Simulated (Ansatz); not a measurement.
Cu:

```xyz
1
Lattice="0.0000 1.8075 1.8075 1.8075 0.0000 1.8075 1.8075 1.8075 0.0000" Properties=species:S:1:pos:R:3 pbc="T T T"
Cu    0.0000    0.0000    0.0000
```

| Quantity | Value |
| --- | --- |
| Program | Ansatz 0.2.0 |
| Task | relaxation of cell and atoms |
| Functional | r2SCAN |
| Potentials or basis | Ansatz PAW |
| Cutoff | 500 eV (not typed: the program's choice for these potentials) |
| k mesh | 13 × 13 × 13 |
| Occupations | fermi-dirac, width 0.05 eV |
| Spin | no spin polarisation |

At the start: volume 11.81 Å³/atom.

Q: Where does the relaxation end?

A: It ends after 5 steps and the volume is 11.43 Å³/atom (-3.2 %); space group Fm-3m (No. 225, to 0.05 Å).

The path:
```csv
step,energy change (eV),largest force (eV/Å),volume (Å³)
1,0.0000,0.0000,11.81
2,-0.0047,0.0000,11.61
3,-0.0062,0.0000,11.42
4,-0.0062,0.0000,11.43
5,-0.0060,0.0000,11.43
```

Final structure:
```xyz
1
Lattice="0.0000 1.7881 1.7881 1.7881 0.0000 1.7881 1.7881 1.7881 0.0000" Properties=species:S:1:pos:R:3 pbc="T T T"
Cu    0.0000    0.0000    0.0000
```

Caveat: the plane-wave basis is chosen anew once the cell has moved, so the energies of steps on either side of that aren't comparable; the PAW data sets come from PBE, with cores solved anew for the run's functional, which leaves a small shift of forces and pressure.
